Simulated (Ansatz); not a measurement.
# Ir: the cost of one run

Method: DFT PBEsol, scalar-relativistic, plane waves, PAW, in Ansatz 0.2.0.

The COD entry's cell or inner coordinates are ideal or old and differ from later refinements, so a difference from it is no clean test against experiment.

2 further runs of the same task are left out: 1 that didn't finish, 1 set aside as unsound or not needed.

### 1 The structure to begin with

The structure is cubic, space group Fm-3m (No. 225). Conventional cell: a = 3.830 Å, b = 3.830 Å, c = 3.830 Å, α = 90.00°, β = 90.00°, γ = 90.00°. Ir (site symmetry m-3m) is surrounded by 12 Ir at 2.71 Å.

Coordinates:

```
CELL_PARAMETERS angstrom
0.00000 1.91513 1.91513
1.91513 0.00000 1.91513
1.91513 1.91513 0.00000
ATOMIC_POSITIONS crystal
Ir 0.00000 0.00000 0.00000
```

This cell was relaxed beforehand with the same method: volume 14.05 Å³/atom, gap on the mesh none (metal).

### 2 A bulk reference on a matched mesh

The same crystal, re-cut so that c stands normal to the (001) plane; its mesh matches that of the cells to come, so errors of the mesh cancel.

Contents of input.yaml:

```yaml
crystal:
  lattice:
    - [2.7084020135, 0.0, 0.0]
    - [0.0, 2.7084020135, 0.0]
    - [0.0, 0.0, 3.8302588599]
  atoms:
    - { symbol: Ir, position: [0.0, 0.0, 0.0] }
    - { symbol: Ir, position: [0.5, 0.5, 0.5] }
basis:
  ecutwfc: 420
kpoints:
  mp_grid: { grid: [12, 12, 12] }
hamiltonian:
  xc: pbesol
scf:
  occupations: { method: gaussian, width: 0.1 }
output:
  forces: true
  stress: true
  eigenvalues: true
```

Launch:

```bash
ansatz run input.yaml --threads 4 --pin off --max-ram 11264MiB --backend cpu --events-out ev --progress --plain --runs-dir out
```

What time and memory should one allow on 4 threads of AMD EPYC 7R43 (Zen 3), shared host?

About 1.5 s, with a peak of 0.43 GiB.
